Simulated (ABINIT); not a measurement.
In in ABINIT: the effect of functional

In:

```
In
1.0
     3.33548    0.00000    0.00000
    -1.66774    2.88861    0.00000
     0.00000    0.00000    5.50914
In
2
Direct
  0.66667 0.33333 0.75000
  0.33333 0.66667 0.25000
```

This isn't the form of In at room conditions, which is tetragonal.

Alike in all runs:

| Property | Result |
| --- | --- |
| Program | ABINIT 10.8.3 (patched build) |
| Task | single point |
| Potentials or basis | JTH PAW PBE v2.0 |
| Cutoff | 707 eV |
| k mesh | 9 × 9 × 5 |
| Occupations | fermi-dirac, width 0.05 eV |
| Spin | no spin polarisation |

```tsv
functional	pressure (GPa)
PBE	1.0
LDA	-3.4
PBEsol	-2.0
RPBE	2.6
BLYP	?
AM05	-1.8
r2SCAN	-0.6
SCAN	-0.8
revPBE	2.1
PW91	1.0
WC	-1.8
```

Q: What does the run with functional BLYP give?

A: Pressure 5.2 GPa.

Caveats: the PAW data sets were made with another functional, which shifts forces and pressure a little (some runs).
